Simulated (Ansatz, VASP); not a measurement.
## Ag: VASP beside Ansatz

```
Ag
1.0
     0.00000    1.94264    1.94264
     1.94264    0.00000    1.94264
     1.94264    1.94264    0.00000
Ag
1
Direct
  0.00000 0.00000 0.00000
```

Alike in both runs: task single point; functional PBEsol; k mesh 18 × 18 × 18; occupations gaussian, width 0.1 eV; no spin polarisation.

|  | VASP | Ansatz |
| --- | --- | --- |
| version | VASP 6.6.1 | Ansatz 0.2.0 |
| potentials or method | VASP PAW PBE potentials, release 64 (Ag) | scalar-relativistic, plane waves, PAW |
| plane-wave cutoff (eV) | 520 | 420 |
| valence electrons in the cell | 11 | 19 |

Ansatz gave:

| Quantity | Value |
| --- | --- |
| gap on the k mesh at the Fermi level (eV) | none |
| pressure (GPa) | 21.9 |

Question: Which values does VASP return?

Answer: gap on the k mesh at the Fermi level (eV): none; pressure (GPa): 21.5.

A gap of «none» marks a metal or a gap that the smearing closes. The two sets of potentials don't hold the same shells in valence.

Caveats: so large a pressure means that the cell lies far from this level's equilibrium, or that cutoff or potentials fall short (VASP); the potentials were made for another functional, which shifts forces and pressure (VASP).
